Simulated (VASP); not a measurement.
Here is a VASP 6.6.1 calculation.

POSCAR

```
Li2O
1.0
    0.0000000000      2.2896700000      2.2896700000
    2.2896700000      0.0000000000      2.2896700000
    2.2896700000      2.2896700000      0.0000000000
Li O
2 1
Direct
    0.2500000000      0.2500000000      0.2500000000
    0.7500000000      0.7500000000      0.7500000000
    0.0000000000      0.0000000000      0.0000000000
```

File INCAR.step1:

```
SYSTEM = Li2O
ALGO = Normal ; EDIFF = 1E-5
ENCUT = 520 ; GGA = PE
ISIF = 2 ; ISMEAR = 0
LASPH = .True. ; LREAL = .False.
LWAVE = .True. ; NBANDS = 13
NELM = 60 ; PREC = Accurate
SIGMA = 0.02
```

The input INCAR.step2:

```
SYSTEM = Li2O
AEXX = 0.25 ; ALGO = Normal
EDIFF = 1E-6 ; ENCUT = 520
GGA = PE ; HFRCUT = -1
ISIF = 2 ; ISMEAR = 0
ISTART = 1 ; LASPH = .True.
LCHARG = .True. ; LELF = .True.
LHFCALC = .True. ; LREAL = .False.
LVHAR = .True. ; LWAVE = .False.
NBANDS = 13 ; NELM = 60
PREC = Accurate ; PRECFOCK = Fast
SIGMA = 0.02
```

KPOINTS

```
k-points
0
Gamma
  6 6 6
  0 0 0
```

Potentials or basis: VASP PAW PBE potentials, release 64 (Li_sv, O).

Run with:

```console
$ cat potpaw_PBE.64/Li_sv/POTCAR potpaw_PBE.64/O/POTCAR > POTCAR
$ cp INCAR.step1 INCAR
$ mpirun -np 1 vasp_std > vasp.out
$ cp INCAR.step2 INCAR
$ mpirun -np 1 vasp_std > vasp.out
```

Problem. Estimate the band gap on the k mesh.

Solution. 7.36 eV, indirect (least direct gap 7.86 eV).

 A k mesh can miss the band edges.
